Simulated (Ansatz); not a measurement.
Ni2Ge in Ansatz: convergence with k mesh

Input of the first run (k mesh 3 × 3 × 2); the others differ in this setting and in those tied to it:

File input.yaml:

```yaml
crystal:
  lattice:
    - [3.9798102787, 0.0, 0.0]
    - [-1.9899051393, 3.4466168036, 0.0]
    - [0.0, 0.0, 5.02387811]
  atoms:
    - { symbol: Ge, position: [0.3333333333, 0.6666666667, 0.25] }
    - { symbol: Ge, position: [0.6666666667, 0.3333333333, 0.75] }
    - { symbol: Ni, position: [0.0, 0.0, 0.5], spin: 1.0 }
    - { symbol: Ni, position: [0.0, 0.0, 0.0], spin: 1.0 }
    - { symbol: Ni, position: [0.3333333333, 0.6666666667, 0.75], spin: 1.0 }
    - { symbol: Ni, position: [0.6666666667, 0.3333333333, 0.25], spin: 1.0 }
hamiltonian:
  xc: r2scan
  pseudopotentials: { kind: paw }
magnetization:
  spin_polarized: true
kpoints:
  mp_grid: { grid: [3, 3, 2] }
scf:
  occupations: { method: gaussian, width: 0.1 }
output:
  forces: true
  stress: true
  eigenvalues: true
```

Potentials or basis: Ansatz PAW.

Launch:

```bash
$ ansatz run input.yaml --threads 2 --pin off --max-ram 5632MiB --backend cpu --events-out ev --progress --plain --runs-dir out
```

The cell comes from a database or a generator and needn't be the stable form of this composition.

Hardware: 2 threads of Arm Neoverse V1 (shared host).

The values tried are 3 × 3 × 2, 4 × 4 × 3, 5 × 5 × 3, 6 × 6 × 4, 7 × 7 × 5, 9 × 9 × 6, 11 × 11 × 7, 13 × 13 × 9, loosest first. From which on does the pressure stay within 0.1 GPa of the tightest run that finished?

From 5 × 5 × 3 on.

```
     k mesh  energy less the tightest run, at zero smearing (meV/atom)  pressure (GPa)  absolute moment (μB)  SCF cycles  CPU time (s)  peak memory (GiB)
  3 × 3 × 2                                                     -22.61            0.28                  0.92          20            24                0.5
  4 × 4 × 3                                                      14.44            1.11                  1.21          21            32               0.53
  5 × 5 × 3                                                      -3.34            0.25                  0.00          23            41               0.56
  6 × 6 × 4                                                      -5.19            0.21                  0.00          26            90               0.62
  7 × 7 × 5                                                       2.26            0.34                  0.00          47           170               0.64
  9 × 9 × 6                                                      -0.68            0.29                  0.00          31           210               0.76
11 × 11 × 7                                                       1.09            0.32                  0.00          29           280               0.83
13 × 13 × 9                                                       0.00            0.30                  0.00          25           400                1.1
```

Against the tightest run, the absolute moment stays within 0.02 μB from 5 × 5 × 3 on. Not settled before the last step: the energy (to 1 meV/atom). Meshes of other sizes hit other points, so gaps and Fermi surfaces needn't settle smoothly. The tightest run that finished is the yardstick and may itself not be fully converged.

Caveat, for the tightest run too: the magnetic or orbital state may not be the lowest; the PAW data sets come from PBE, with cores solved anew for the run's functional, which leaves a small shift of forces and pressure; the starting moments weren't kept.
